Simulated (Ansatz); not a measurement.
# PbS (rocksalt): a single-point run

Wanted: a converged single-point run for PbS (rocksalt), and a check of what comes out. The structure is shown as the input types it.

Computed with Ansatz 0.2.0 (Kohn-Sham DFT, with the functional, basis and potentials that each input names, unless a step's input says otherwise).

2 further runs of the same task are left out: 1 that didn't finish, 1 set aside as unsound or not needed.

## 1. Starting point

The structure is cubic, space group Fm-3m (No. 225). The conventional cell has a = 6.009 Å, b = 6.009 Å, c = 6.009 Å, α = 90.00°, β = 90.00°, γ = 90.00°. Around Pb (site symmetry m-3m) lie 6 S at 3.00 Å. S (site symmetry m-3m) has 6 Pb at 3.00 Å as nearest neighbours.

Coordinates:

```
CELL_PARAMETERS angstrom
0.00000 3.00453 3.00453
3.00453 0.00000 3.00453
3.00453 3.00453 0.00000
ATOMIC_POSITIONS crystal
Pb 0.50000 0.50000 0.50000
S 0.00000 0.00000 0.00000
```

## 2. The run

input.yaml reads:

```yaml
crystal:
  lattice:
    - [0.0, 3.0045317637, 3.0045317637]
    - [3.0045317637, 0.0, 3.0045317637]
    - [3.0045317637, 3.0045317637, 0.0]
  atoms:
    - { symbol: Pb, position: [0.5, 0.5, 0.5] }
    - { symbol: S, position: [0.0, 0.0, 0.0] }
basis:
  ecutwfc: 420
  ecutrho_ratio: 4
kpoints:
  mp_grid: { grid: [10, 10, 10] }
hamiltonian:
  xc: pbe
  hubbard: { sites: [{ species: Pb, l: p, u_eff: -5.0 }] }
scf:
  occupations: { method: gaussian, width: 0.05 }
  max_iter: 50
output:
  forces: true
  stress: true
```

Started as:

```console
$ ansatz run input.yaml --threads 2 --pin off --max-ram 2662MiB --backend cpu --events-out ev --progress --plain --runs-dir out
```

**Question.** How will this run end, and is anything wrong with its input?

The run converged and reported no error. Convergence says nothing about whether the input makes sense.

Look at the input: hamiltonian.hubbard.sites is [{species: Pb, l: p, u_eff: -5.0}]. The Hubbard parameter is far from any physical value.

To check: delete hamiltonian.hubbard.sites.
